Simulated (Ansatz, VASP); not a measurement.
# Two plane-wave programs on SnO2

File INCAR:

```
SYSTEM = SnO2
PREC = Accurate
ENCUT = 520
EDIFF = 1E-7
ISMEAR = 0
SIGMA = 0.1
LREAL = .FALSE.
LASPH = .TRUE.
NELM = 100
ALGO = Normal
ISIF = 2
LWAVE = .FALSE.
LCHARG = .FALSE.
GGA = PE
NBANDS = 35
```

KPOINTS

```
regular mesh
0
G
  6 6 6
  0 0 0
```

The input POSCAR:

```
SnO2
1.0
   -2.0000686112      2.0000686112      5.1236788559
    2.0000686112     -2.0000686112      5.1236788559
    2.0000686112      2.0000686112     -5.1236788559
Sn O
2 4
Direct
    0.7500000000      0.2500000000      0.5000000000
    0.0000000000      0.0000000000      0.0000000000
    0.7965225900      0.7965225900      0.0000000000
    0.9534774100      0.4534774100      0.5000000000
    0.2034774100      0.2034774100      0.0000000000
    0.5465225900      0.0465225900      0.5000000000
```

Input for Ansatz:

```yaml
crystal:
  lattice:
    - [-2.0000686112, 2.0000686112, 5.1236788559]
    - [2.0000686112, -2.0000686112, 5.1236788559]
    - [2.0000686112, 2.0000686112, -5.1236788559]
  atoms:
    - { symbol: Sn, position: [0.75, 0.25, 0.5] }
    - { symbol: Sn, position: [0.0, 0.0, 0.0] }
    - { symbol: O, position: [0.79652259, 0.79652259, 0.0] }
    - { symbol: O, position: [0.95347741, 0.45347741, 0.5] }
    - { symbol: O, position: [0.20347741, 0.20347741, 0.0] }
    - { symbol: O, position: [0.54652259, 0.04652259, 0.5] }
basis:
  ecutwfc: 420
kpoints:
  mp_grid: { grid: [6, 6, 6] }
hamiltonian:
  xc: pbe
scf:
  occupations: { method: gaussian, width: 0.1 }
output:
  forces: true
  stress: true
  eigenvalues: true
```

Measurements of this composition are mostly on another form, of space group No. 136.

Alike in both runs: task single point; functional PBE; k mesh 6 × 6 × 6; occupations gaussian, width 0.1 eV; no spin polarisation.

|  | VASP | Ansatz |
| --- | --- | --- |
| version | VASP 6.6.1 | Ansatz 0.2.0 |
| potentials or method | VASP PAW PBE potentials, release 64 (Sn_d, O) | scalar-relativistic, plane waves, PAW |
| plane-wave cutoff (eV) | 520 | 420 |
| valence electrons in the cell | 52 | 52 |

Ansatz gave:

* gap on the k mesh at the Fermi level (eV): 1.66
* least direct gap on the mesh (eV): 2.03
* pressure (GPa): 5.9
* largest component of the traceless stress (GPa): 0.31
* rms of the force components (eV/Å): 0.019

**Question.** Estimate VASP's values.

**Answer.** gap on the k mesh at the Fermi level (eV): 1.65; least direct gap on the mesh (eV): 2.02; pressure (GPa): 6.5; largest component of the traceless stress (GPa): 0.17; rms of the force components (eV/Å): 0.031.

Atom by atom the forces differ by 0.012 eV/Å (rms over components).

Caveats: spin-orbit coupling is left out, which moves the levels of the heavy elements. A k mesh can miss the band edges. PBE gaps usually lie below the measured ones, often by a third to a half.
